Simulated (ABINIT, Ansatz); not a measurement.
# A GW chain in ABINIT: BAs (F-43m)

Wanted: ground state, empty states, screening and self-energy for BAs (F-43m).

Main program and level: ABINIT 10.8.3; PBE and many-body steps on it, plane waves.

**Experimental background.**

- Gap 2.02 eV: indirect gap from square root of absorption coefficient, average of three samples; transmission and reflection spectroscopy; 300 K; bulk crystal (CVT-grown platelets about 10 um thick) (“Optical properties of cubic boron arsenide”, 2019, arxiv:1911.04914).

- Gap 4.12 eV: direct gap from square of absorption coefficient, average of two samples; spectroscopic ellipsometry; 300 K; bulk crystal (CVT-grown opaque bulk crystals) (“Optical properties of cubic boron arsenide”, 2019, arxiv:1911.04914).

- Gap 1.82 eV: indirect gap from Tauc plot of optical absorption; UV-visible absorption, indirect Tauc plot; 300 K; bulk crystal (three thin as-grown single crystals with the same absorption edge) (“Photoluminescence mapping and time-domain thermo-photoluminescence for rapid imaging and measurement of thermal conductivity of boron arsenide”, 2019, arxiv:1910.07149).

Most raw output is cut from this account.

## Step 1: The starting structure

It takes space group F-43m (No. 216, cubic). The conventional cell has a = 4.777 Å, b = 4.777 Å, c = 4.777 Å, α = 90.00°, β = 90.00°, γ = 90.00°. Nearest to B lie 4 As at 2.07 Å. Nearest to As lie 4 B at 2.07 Å. Farther neighbours are not listed.

The cell and positions come from the Crystallography Open Database and are kept as given unless a step says otherwise.

## Step 2: Ground state

This step: ABINIT 10.8.3; DFT, PBE, plane waves, norm-conserving pseudopotentials.

The ground-state density comes first.

File run.abi:

```
acell 3*1.0 Angstrom
rprim 
  -0.000000000000 2.388500000000 2.388500000000
  2.388500000000 -0.000000000000 2.388500000000
  2.388500000000 2.388500000000 -0.000000000000
ntypat 2
znucl 5 33
natom 2
typat 1 2
xred 
  0.000000000000 0.000000000000 0.000000000000
  0.250000000000 0.250000000000 0.250000000000
pp_dirpath "pseudos"
pseudos "B.upf, As.upf"
ecut 44
ngkpt 8 8 8
nshiftk 1
shiftk 0 0 0
kptopt 1
chksymbreak 0
nband 18
occopt 1
tolvrs 1e-10
nstep 60
prtwf 0
optforces 0
optstress 0
indata_prefix "in"
outdata_prefix "out"
tmpdata_prefix "tmp"
```

Launch:

```
$ OMP_NUM_THREADS=1 mpirun -n 4 abinit run.abi > log
```

The job ended after 24 s (4 MPI ranks of Intel Xeon Platinum 8375C at 2.90GHz (Ice Lake), shared host; peak memory 0.35 GiB).

This step gave:

```yaml
total_energy: -8386.3532 eV
gap: 1.208 eV
k_of_the_valence_top: 0, 0, 0
k_of_the_conduction_bottom: 0.375, 0.375, 0
least_direct_gap: 3.289 eV
```

The gap is indirect, with the least direct gap 2.08 eV higher.

## Step 3: Bands along the symmetry lines

Levels along a band path, at the cheap level, show where the edges lie and whether the meshes to come will hold them.

File run.abi:

```
acell 3*1.0 Angstrom
rprim 
  -0.000000000000 2.388500000000 2.388500000000
  2.388500000000 -0.000000000000 2.388500000000
  2.388500000000 2.388500000000 -0.000000000000
ntypat 2
znucl 5 33
natom 2
typat 1 2
xred 
  0.000000000000 0.000000000000 0.000000000000
  0.250000000000 0.250000000000 0.250000000000
pp_dirpath "pseudos"
pseudos "B.upf, As.upf"
ecut 44
iscf -2
irdden 1
kptopt 0
nkpt 50
kpt 
  0.00000000 0.00000000 0.00000000
  -0.06250000 -0.06250000 0.00000000
  -0.12500000 -0.12500000 0.00000000
  -0.18750000 -0.18750000 0.00000000
  -0.25000000 -0.25000000 0.00000000
  -0.31250000 -0.31250000 0.00000000
  -0.37500000 -0.37500000 0.00000000
  -0.43750000 -0.43750000 0.00000000
  -0.50000000 -0.50000000 0.00000000
  -0.48437500 -0.48437500 0.03125000
  -0.46875000 -0.46875000 0.06250000
  -0.45312500 -0.45312500 0.09375000
  -0.43750000 -0.43750000 0.12500000
  -0.42187500 -0.42187500 0.15625000
  -0.40625000 -0.40625000 0.18750000
  -0.39062500 -0.39062500 0.21875000
  -0.37500000 -0.37500000 0.25000000
  -0.37500000 0.00000000 0.37500000
  -0.32812500 0.00000000 0.32812500
  -0.28125000 0.00000000 0.28125000
  -0.23437500 0.00000000 0.23437500
  -0.18750000 0.00000000 0.18750000
  -0.14062500 0.00000000 0.14062500
  -0.09375000 0.00000000 0.09375000
  -0.04687500 0.00000000 0.04687500
  0.00000000 0.00000000 0.00000000
  0.00000000 0.00000000 0.06250000
  0.00000000 0.00000000 0.12500000
  0.00000000 0.00000000 0.18750000
  0.00000000 0.00000000 0.25000000
  0.00000000 0.00000000 0.31250000
  0.00000000 0.00000000 0.37500000
  0.00000000 0.00000000 0.43750000
  -0.00000000 -0.00000000 0.50000000
  -0.06250000 -0.03125000 0.46875000
  -0.12500000 -0.06250000 0.43750000
  -0.18750000 -0.09375000 0.40625000
  -0.25000000 -0.12500000 0.37500000
  -0.31250000 -0.15625000 0.34375000
  -0.37500000 -0.18750000 0.31250000
  -0.43750000 -0.21875000 0.28125000
  -0.50000000 -0.25000000 0.25000000
  -0.50000000 -0.28125000 0.21875000
  -0.50000000 -0.31250000 0.18750000
  -0.50000000 -0.34375000 0.15625000
  -0.50000000 -0.37500000 0.12500000
  -0.50000000 -0.40625000 0.09375000
  -0.50000000 -0.43750000 0.06250000
  -0.50000000 -0.46875000 0.03125000
  -0.50000000 -0.50000000 0.00000000
istwfk *1
nband 20
nbdbuf 2
tolwfr 1e-08
nstep 40
prtwf 0
prtvol 0
indata_prefix "in"
outdata_prefix "out"
tmpdata_prefix "tmp"
```

Run time: 20 s. Hardware: 4 MPI ranks; peak memory 0.31 GiB; 80 s of CPU time.

This step gave:

- gap: 1.208 eV
- k of the valence top: 0, 0, 0
- k of the conduction bottom: -0.375, -0.375, 0
- least direct gap: 3.289 eV

The gap is 1.208 eV, as in the run before at this level.

Electronic bands along the path, in eV, zero at the top of the highest filled band:

| point | band 10 | band 11 | band 12 | band 13 | band 14 | band 15 | band 16 | band 17 |
| --- | --- | --- | --- | --- | --- | --- | --- | --- |
| Γ | -15.40 | 0.00 | 0.00 | 0.00 | 3.29 | 3.29 | 3.29 | 4.68 |
| halfway | -14.06 | -4.10 | -2.70 | -2.70 | 1.67 | 4.55 | 7.42 | 7.42 |
| X | -11.22 | -8.51 | -4.07 | -4.07 | 1.45 | 1.46 | 11.40 | 11.40 |
| halfway | -11.19 | -8.41 | -4.90 | -3.92 | 1.61 | 2.81 | 10.72 | 10.82 |
| U | -11.27 | -8.13 | -5.94 | -3.48 | 2.06 | 5.56 | 9.24 | 9.78 |
| jump to K | -11.27 | -8.13 | -5.94 | -3.48 | 2.06 | 5.56 | 9.24 | 9.78 |
| halfway | -13.92 | -5.13 | -3.78 | -1.13 | 3.99 | 4.92 | 5.80 | 7.01 |
| Γ | -15.40 | 0.00 | 0.00 | 0.00 | 3.29 | 3.29 | 3.29 | 4.68 |
| halfway | -14.40 | -4.93 | -1.15 | -1.15 | 3.07 | 4.67 | 4.67 | 7.91 |
| L | -12.53 | -8.77 | -1.82 | -1.82 | 2.70 | 4.81 | 4.81 | 8.90 |
| halfway | -11.96 | -8.28 | -4.55 | -3.07 | 3.99 | 4.79 | 7.48 | 9.06 |
| W | -11.07 | -8.05 | -5.48 | -5.19 | 5.28 | 5.95 | 6.84 | 7.06 |
| halfway | -11.15 | -8.31 | -4.81 | -4.69 | 2.90 | 3.02 | 9.72 | 10.01 |
| X | -11.22 | -8.51 | -4.07 | -4.07 | 1.45 | 1.46 | 11.40 | 11.40 |

## Step 4: Empty states on the mesh, 6×6×6 mesh, 516 bands

The sums over transitions need many empty states on a uniform mesh; this step solves for them.

File run.abi:

```
acell 3*1.0 Angstrom
rprim 
  -0.000000000000 2.388500000000 2.388500000000
  2.388500000000 -0.000000000000 2.388500000000
  2.388500000000 2.388500000000 -0.000000000000
ntypat 2
znucl 5 33
natom 2
typat 1 2
xred 
  0.000000000000 0.000000000000 0.000000000000
  0.250000000000 0.250000000000 0.250000000000
pp_dirpath "pseudos"
pseudos "B.upf, As.upf"
ecut 44
ngkpt 6 6 6
nshiftk 1
shiftk 0 0 0
kptopt 1
chksymbreak 0
irdden 1
istwfk *1
nband 516
prtvol 0
optdriver 6
gwr_task "HDIAGO"
paral_kgb 0
occopt 1
indata_prefix "in"
outdata_prefix "out"
tmpdata_prefix "tmp"
```

It took 65 s on 4 MPI ranks; peak memory 1.8 GiB; 4.3 min of CPU time.

Numbers from this step:

- gap: 1.293 eV
- k of the valence top: 0, 0, 0
- k of the conduction bottom: 0.3333, 0.3333, 0
- least direct gap: 3.289 eV
- k points computed: 16
- lowest point of the top converged band, above the valence top: 374.9317 eV

On this mesh the gap is 1.293 eV. The earlier step found 1.208 eV, so this mesh misses an edge.

## Step 5: Screening, 6×6×6 mesh, 214 bands, screening to 283 eV

The RPA dielectric matrix is built and inverted for each q.

This step: RPA screening on PBE, plane waves, norm-conserving pseudopotentials.

Edit run.abi of step 4 so:

```diff
@@ -20,10 +20,11 @@
 chksymbreak 0
-irdden 1
 istwfk *1
-nband 516
-prtvol 0
-optdriver 6
-gwr_task "HDIAGO"
-paral_kgb 0
 occopt 1
+irdwfk 1
+optdriver 3
+nband 214
+ecuteps 10.4
+inclvkb 2
+awtr 1
+symchi 1
 indata_prefix "in"
```

It took 8.4 min on 4 MPI ranks; peak memory 1.9 GiB.

This step gave:

* ε∞ with local fields, on this mesh, along the program's q direction: 10.51
* the same without local fields: 11.52
* plasma frequency: 36.27 eV
* plane waves in the screening matrix: 283

Local fields lower ε∞ by 9 %.

## Step 6: Self-energy, 6×6×6 mesh, 214 bands, screening to 283 eV

The self-energy is evaluated for the states that the input lists, and the levels follow from it, in one-shot runs by the linearised quasiparticle equation.

This step: G0W0 on PBE, plane waves, norm-conserving pseudopotentials.

Edit run.abi of step 5 so:

```diff
@@ -23,8 +23,17 @@
 irdwfk 1
-optdriver 3
+optdriver 4
 nband 214
+gwcalctyp 0
+ecutsigx 44
+symsigma 1
+nkptgw 2
+kptgw 
+  0.0000000000 0.0000000000 0.0000000000
+  0.3333333333 0.3333333333 0.0000000000
+bdgw 
+  11 16
+  12 15
 ecuteps 10.4
-inclvkb 2
-awtr 1
-symchi 1
+irdscr 1
+ppmodel 1
 indata_prefix "in"
```

It took 64 s on 4 MPI ranks; peak memory 1.8 GiB; 4.2 min of CPU time.

This step gave:

```yaml
g0w0_gap_on_the_points_computed: 1.932 eV
starting_gap_on_the_mesh: 1.293 eV
k_of_the_valence_top: 0, 0, 0
k_of_the_conduction_bottom: 0.3333, 0.3333, 0
z_at_the_valence_top: 0.807
z_at_the_conduction_bottom: 0.817
least_direct_g0w0_gap_on_the_computed_points: 4.159 eV
```

The gap on the mesh goes from 1.29 eV to 1.93 eV, a correction of +0.64 eV. The start differs from the 1.21 eV found before because the two sample other k points.

Limits: finite bands, cutoff and mesh; no spin-orbit coupling. v1 is the top filled band, c1 the lowest empty one. The levels before and after the correction (eV, zero at the valence-band top of each column):

|  | conduction bottom | valence top |
| --- | --- | --- |
| Kohn-Sham | 1.29 | 0.00 |
| G0W0 | 1.93 | 0.00 |

|  | level | energy (eV) |
| --- | --- | --- |
| Kohn-Sham | Γ v3-v1 | 0.000 |
| Kohn-Sham | Γ c1-c3 | 3.289 |
| Kohn-Sham | (0.333 0.333 0) v2-v1 | -3.452 |
| Kohn-Sham | (0.333 0.333 0) c1 | 1.293 |
| Kohn-Sham | (0.333 0.333 0) c2 | 3.155 |
| G0W0 | Γ v3-v1 | 0.000 |
| G0W0 | Γ c1-c3 | 4.159 |
| G0W0 | (0.333 0.333 0) v2-v1 | -3.638 |
| G0W0 | (0.333 0.333 0) c1 | 1.932 |
| G0W0 | (0.333 0.333 0) c2 | 3.828 |

## Step 7: Where the time went

Times are wall times on 4 MPI ranks of Intel Xeon Platinum 8375C at 2.90GHz (Ice Lake), shared host, good to a factor of about two.

| step | time | share | memory (GiB) |
| --- | --- | --- | --- |
| ground state | 24 s | 4 % | 0.35 |
| bands along the symmetry lines | 20 s | 3 % | 0.31 |
| empty states on the mesh | 65 s | 10 % | 1.8 |
| screening | 8.4 min | 75 % | 1.9 |
| self-energy | 64 s | 9 % | 1.8 |

## Step 8: Summary of results

```json
{
 "PBE gap": "1.21 eV, indirect",
 "G0W0 gap on the mesh": "1.93 eV",
 "G0W0 gap over the zone (rigid shift)": "1.85 eV",
 "GW settings": "6×6×6 mesh, 214 bands, screening to 283 eV, Godby-Needs plasmon pole",
 "known limits": "not at the basis limit; no spin-orbit coupling"
}
```

**Reading.** G0W0 moves the gap on the mesh from 1.29 eV to 1.93 eV (+0.64 eV), with Z of 0.81 and 0.82 at the edges. The mesh misses the band edges by 0.08 eV in all; a rigid shift gives 1.85 eV for the zone. Local fields lower the RPA ε∞ on this mesh from 11.52 to 10.51. Only 2 of the mesh's irreducible points were corrected, so a valley elsewhere could overtake. The dearest step here is «screening». Against experiment, by G0W0@PBE: the gap of 1.85 eV lies −0.17 eV from the measured 2.02 eV (indirect, 300 K, 2019); the direct gap of 4.16 eV lies +0.04 eV from the measured 4.12 eV (direct, 300 K, 2019); the gap of 1.85 eV lies +0.03 eV from the measured 1.82 eV (indirect, 300 K, 2019). An exciton line or allowed optical edge lies below the quasiparticle gap by the binding energy; a forbidden edge can push the onset above it. The calculation has static nuclei and no excitons; a measured gap holds zero-point and thermal motion, which mostly lowers it. Bands and cutoff are finite, so the gap is not at the basis limit. The miss can reach some tenths of an eV and take either sign; the mesh is an error of its own. In the G0W0 run levels were corrected at 2 k points alone, so a gap called «on the mesh» is the least over those, and an edge elsewhere would be missed. A denser mesh or path gives a starting gap of 1.21 eV: the GW mesh misses a band edge, so its gaps are not the fundamental one. The many-body steps are scalar-relativistic: spin-orbit coupling is not in them.

[Paths, hosts, dates, memory and timing lines, banners, echoed tables and standing remarks are left out of the program output.]

[Logs are printed without paths, hosts, clocks, repeated set-up lines and the standing remarks that a program may print on its own settings, such as how far it seeks lower states.]

[Runs of the session that timed out or met a known fault of the program may be left out.]

[Hosts, paths, dates, database ids (printed as entryN), source tags and the programs' standing remarks are cut or masked in the printed files.]

[G0W0 gaps are taken among the corrected bands and points alone; a level outside them can change the order at an edge.]

[Where Ansatz stands beside ABINIT at settings called matched, ABINIT's density can come from a denser mesh and the files from another edition; pairs whose starting gaps differed by over 0.03 eV were left out, so agreement reads better than it is.]
